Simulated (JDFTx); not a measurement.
ZrC under changes of volume

One of the cells (13.228 Å³/atom); the others are scaled copies at fixed shape and fractional positions:

```
Zr C
1.0
     0.00000    2.36500    2.36500
     2.36500    0.00000    2.36500
     2.36500    2.36500    0.00000
Zr C
1 1
Direct
  0.50000 0.50000 0.50000
  0.00000 0.00000 0.00000
```

```yaml
Program: JDFTx 1.7.0 (patched build)
Functional: LDA
Potentials_or_basis: PseudoDojo-SR-LDA-0.4.1-standard with smoothed tails
Cutoff: 1116 eV
Density_cutoff: 8925 eV
k_mesh: 10 × 10 × 10
Occupations: fermi-dirac, width 0.05 eV
Spin: no spin polarisation
```

```csv
volume (Å³/atom),energy over the lowest point (meV/atom),pressure (GPa)
12.434,0.00,1.6
12.699,1.62,-3.5
12.963,11.23,-8.1
13.228,28.05,-12.3
13.493,51.32,-16.0
13.757,80.41,-19.3
14.022,?,?
```

Q: What does the run at 14.022 Å³/atom give?

A: Energy over the lowest point 114.70 meV/atom; pressure -22.3 GPa.

Worked out: A Birch-Murnaghan fit of order 3 (a polynomial in V^(-2/3)) to the other rows has its minimum at 12.51 Å³/atom with B0 = V·E''(V) = 245 GPa and B' = 3.9. It gives 114.85 meV/atom at 14.022 Å³/atom, against the run's 114.70, and -dE/dV = -22.3 GPa, against -22.3.

Energies are extrapolated to zero smearing.
